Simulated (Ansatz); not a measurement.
**La2O3 in Ansatz: the effect of functional**

La2O3:

```xyz
5
Lattice="3.9308 0.0000 0.0000 -1.9654 3.4042 0.0000 0.0000 0.0000 6.1120" Properties=species:S:1:pos:R:3 pbc="T T T"
La    0.0000    2.2694    1.5050
La    1.9654    1.1347    4.6070
O     0.0000    0.0000    0.0000
O     0.0000    2.2694    3.9477
O     1.9654    1.1347    2.1643
```

The cell is a database's computed one.

Alike in all runs:

```yaml
Program: Ansatz 0.2.0
Task: band structure
Potentials_or_basis: Ansatz PAW
Cutoff: "420 eV (not typed: the program's choice for these potentials)"
k_mesh: 8 × 8 × 5
Occupations: fermi-dirac, width 0.05 eV
Spin: no spin polarisation
```

```tsv
functional	gap on the mesh (eV)	pressure (GPa)	largest force (eV/Å)
LDA	3.77	-6.3	0.17
PBE	3.87	1.9	0.02
PBEsol	?	?	?
```

What does the run with functional PBEsol give?

gap on the mesh 3.81 eV; pressure -3.0 GPa; largest force 0.09 eV/Å.

Caveats: spin-orbit coupling is left out, which moves the levels of the heavy elements; the PAW data sets come from PBE, with cores solved anew for the run's functional, which leaves a small shift of forces and pressure (some runs).

A k mesh can miss the band edges.
